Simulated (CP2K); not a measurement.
**Na under changes of volume**

One of the cells (39.256 Å³/atom); the others are scaled copies at fixed shape and fractional positions:

```
CELL_PARAMETERS angstrom
3.70832 0.00000 0.00000
-1.23611 3.49624 0.00000
-1.23611 -1.74812 3.02783
ATOMIC_POSITIONS crystal
Na 0.00000 0.00000 0.00000
```

* Program: CP2K 2026.2
* Functional: PBE
* Potentials or basis: POTENTIAL_UZH Na GTH-PBE-q1; TZVP-MOLOPT-PBE-GTH basis
* Density cutoff: 18368 eV
* k mesh: 9 × 9 × 9
* Occupations: fermi-dirac, width 0.05 eV
* Spin: no spin polarisation

```csv
volume (Å³/atom),energy over the lowest point (meV/atom),pressure (GPa)
36.901,1.77,0.4
37.686,0.48,0.2
38.471,0.00,0.0
39.256,0.25,-0.1
40.041,1.18,-0.3
40.827,2.73,-0.4
41.612,?,?
```

Task: What does the run at 41.612 Å³/atom give?

Result: Energy over the lowest point 4.82 meV/atom; pressure -0.5 GPa.

Worked out: A Birch-Murnaghan fit of order 3 (a polynomial in V^(-2/3)) to the other rows has its minimum at 38.58 Å³/atom with B0 = V·E''(V) = 7.3 GPa and B' = 3.3. It gives 4.85 meV/atom at 41.612 Å³/atom, against the run's 4.82, and -dE/dV = -0.5 GPa, against -0.5.

Energies are extrapolated to zero smearing.

Caveats: the basis of atomic orbitals isn't converged, which shifts pressures, moduli and gaps.
